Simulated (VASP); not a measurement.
# CsH under changes of volume

One of the cells (32.647 Å³/atom); the others are scaled copies at fixed shape and fractional positions:

```
Cs H
1.0
     0.00000    3.19606    3.19606
     3.19606    0.00000    3.19606
     3.19606    3.19606    0.00000
Cs H
1 1
Direct
  0.00000 0.00000 0.00000
  0.50000 0.50000 0.50000
```

| Item | Value |
| --- | --- |
| Program | VASP 6.6.1 |
| Functional | r2SCAN |
| Potentials or basis | VASP PAW PBE potentials, release 64 (Cs_sv, H) |
| Cutoff | 520 eV |
| k mesh | 6 × 6 × 6 |
| Occupations | gaussian, width 0.02 eV |
| Spin | no spin polarisation |

| volume (Å³/atom) | energy over the lowest point (meV/atom) | pressure (GPa) | gap on the mesh (eV) |
| --- | --- | --- | --- |
| 31.341 | 1.70 | 0.4 | 2.62 |
| 31.994 | ? | ? | ? |
| 32.647 | 0.00 | 0.0 | 2.67 |
| 33.300 | 0.39 | -0.2 | 2.69 |
| 33.953 | 1.49 | -0.4 | 2.71 |

Q: What does the run at 31.994 Å³/atom give?

A: Energy over the lowest point 0.41 meV/atom; pressure 0.2 GPa; gap on the mesh 2.65 eV.

Worked out: A Birch-Murnaghan fit of order 2 (a polynomial in V^(-2/3)) to the other rows has its minimum at 32.65 Å³/atom with B0 = V·E''(V) = 9.7 GPa. It gives 0.41 meV/atom at 31.994 Å³/atom, against the run's 0.41, and -dE/dV = 0.2 GPa, against 0.2. A straight line through the other rows of the gap, of slope 1.13 eV per unit of ln V (its deformation potential), gives 2.64 eV, against the run's 2.65.

Energies are extrapolated to zero smearing.

Caveats: the PAW data sets were made with another functional, which shifts forces and pressure a little; spin-orbit coupling is left out, which moves the levels of the heavy elements.

A mesh can miss the band edges.
